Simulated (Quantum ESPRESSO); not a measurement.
# AgCl (Chlorargyrite): phonons with BLYP

**What was measured.**

From a printed reference work, monograph, for a bulk crystal of AgCl: high-frequency dielectric constant 3.92.

The system is AgCl (Chlorargyrite).

```xyz
2
Lattice="0.0000 2.7350 2.7350 2.7350 0.0000 2.7350 2.7350 2.7350 0.0000" Properties=species:S:1:pos:R:3 pbc="T T T"
Ag    0.0000    0.0000    0.0000
Cl    2.7350    2.7350    2.7350
```

```json
{"Program": "Quantum ESPRESSO 7.5", "Task": "phonons", "Functional": "BLYP", "Potentials or basis": "PseudoDojo 0.4.1 SR PBE standard", "Cutoff": "1116 eV", "Density cutoff": "4463 eV", "k mesh": "4 × 4 × 4, shifted", "Occupations": "fermi-dirac, width 0.05 eV", "Spin": "no spin polarisation", "Mixing beta": "0.5", "Most SCF iterations": "120", "SCF threshold": "4e-10 Ry"}
```

```yaml
Relaxed_volume: 23.54 Å³/atom
Relaxed_cell: a = 4.053 Å, b = 4.053 Å, c = 4.053 Å, α = 60.00°, β = 60.00°, γ = 60.00°
Space_group_after_relaxing_to_0.05_Å: Fm-3m (No. 225)
Pressure_after_relaxing: 0.5 GPa
Electronic_dielectric_tensor_diagonal: 4.77
Born_charges_mean_of_the_diagonal: Ag +1.49; Cl -1.49 e
Highest_phonon_frequency_at_Γ_LO-TO_splitting_left_out: 95 cm⁻¹
Static_dielectric_tensor_diagonal: 11.99
```

Step by step:
```csv
step,energy change (eV),largest force (eV/Å),pressure (GPa),volume (Å³)
1,0.0000,0.0000,8.07,40.92
2,-0.0705,0.0000,5.26,42.62
3,-0.1177,0.0000,2.67,44.56
4,-0.1375,0.0000,0.32,46.74
5,-0.1378,0.0000,0.02,47.05
6,-0.1378,0.0000,0.00,47.07
```

Final structure:
```
CELL_PARAMETERS angstrom
0.00000 2.86575 2.86575
2.86575 0.00000 2.86575
2.86575 2.86575 0.00000
ATOMIC_POSITIONS crystal
Ag 0.00000 0.00000 0.00000
Cl 0.50000 0.50000 0.50000
```

Levels at points of the mesh, in eV from the valence-band top:
```tsv
k point	band 9	band 10	band 11	band 12	band 13	band 14	band 15	band 16	band 17	band 18
(0.12, 0.12, 0.12)	-1.90	-1.90	-1.67	-1.12	-1.12	1.81	9.78	10.65	10.65	11.97
```

Phonon frequencies in cm⁻¹ (negative: imaginary):
```tsv
q point	frequencies
(0.000, 0.000, 0.000)	55 55 55 95 95 95
```

Electronic dielectric tensor:
```
4.77 0.00 0.00
0.00 4.77 0.00
0.00 0.00 4.77
```

Born effective charge tensors (e):
atom 1, Ag
```
1.49 0.00 0.00
0.00 1.49 0.00
0.00 0.00 1.49
```
atom 2, Cl
```
-1.49  0.00  0.00
 0.00 -1.49  0.00
 0.00  0.00 -1.49
```

Optical modes at Γ, degenerate ones joined, polar ones without the macroscopic field:
```tsv
cm⁻¹	components	symmetry	active in	IR intensity, summed ((D/Å)²/amu)
110	3	T1u	IR	5.77
```

Zone-centre frequencies without and with the macroscopic field along z (cm⁻¹):
```tsv
	optical modes in rising order
without	110 110 110
with the field	110 110 174
```

Static dielectric tensor, electrons and zone-centre modes:
```
11.99  0.00  0.00
 0.00 11.99  0.00
 0.00  0.00 11.99
```

Run time: 3 min on 4 MPI ranks on Intel(R) Xeon(R) Platinum 8259CL CPU @ 2.50GHz (Skylake/Cascade Lake), on a shared host, peak memory 0.32 GiB a rank.

Against the measured high-frequency dielectric constant of AgCl, 3.92 (a printed reference work, monograph), the calculated 4.77 is off by +21.6 %.

Caveat: the potentials were made for another functional, which shifts forces and pressure; the volume moved by over 15 % at a fixed basis, so the end points are rough; before the sum rule the acoustic modes lie tens of cm⁻¹ from zero, a sign that the density grid also shifts the optical modes.
